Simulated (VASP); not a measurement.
Here is a VASP 6.6.1 calculation.

Contents of INCAR:

```
PREC = Accurate
ENCUT = 600
EDIFF = 1E-7
ISMEAR = 0
SIGMA = 0.03
LREAL = F
LASPH = T
NELM = 80
ALGO = Normal
ISIF = 3
LWAVE = F
LCHARG = F
METAGGA = R2SCAN
LMIXTAU = T
IBRION = 2
NSW = 90
EDIFFG = -0.005
PSTRESS = 145.0
```

Contents of KPOINTS:

```
regular mesh
0
Gamma
  12 12 12
```

POSCAR

```
AlN                                     
1.0
   -0.0000000000      1.9856257865      1.9856257865
    1.9856257865     -0.0000000000      1.9856257865
    1.9856257865      1.9856257865      0.0000000000
  Al              N             
     1     1
Direct
     0.5000000000000000    0.5000000000000000    0.5000000000000000
     0.0000000000000000    0.0000000000000000    1.0000000000000000
```

Potentials or basis: VASP PAW PBE potentials, release 64 (Al, N).

The run is started by

```bash
$ cat potpaw_PBE.64/Al/POTCAR potpaw_PBE.64/N/POTCAR > POTCAR
$ mpirun -np 1 vasp_std > vasp.out
```

Q: Estimate the band gap on the k mesh.

A: 5.89 eV, indirect (least direct gap 7.35 eV).

Final structure:
```
Al N
1.0
     0.00000    1.98563    1.98563
     1.98563    0.00000    1.98563
     1.98563    1.98563    0.00000
Al N
1 1
Direct
  0.50000 0.50000 0.50000
  0.00000 0.00000 0.00000
```

Caveat: the relaxation stopped at its first step, so nothing moved; the cell is relaxed towards a set pressure, so the enthalpy falls and the energy may rise; the PAW data sets were made with another functional, which shifts forces and pressure a little. r2SCAN opens gaps a little over a GGA but as a rule still falls short of measured ones.
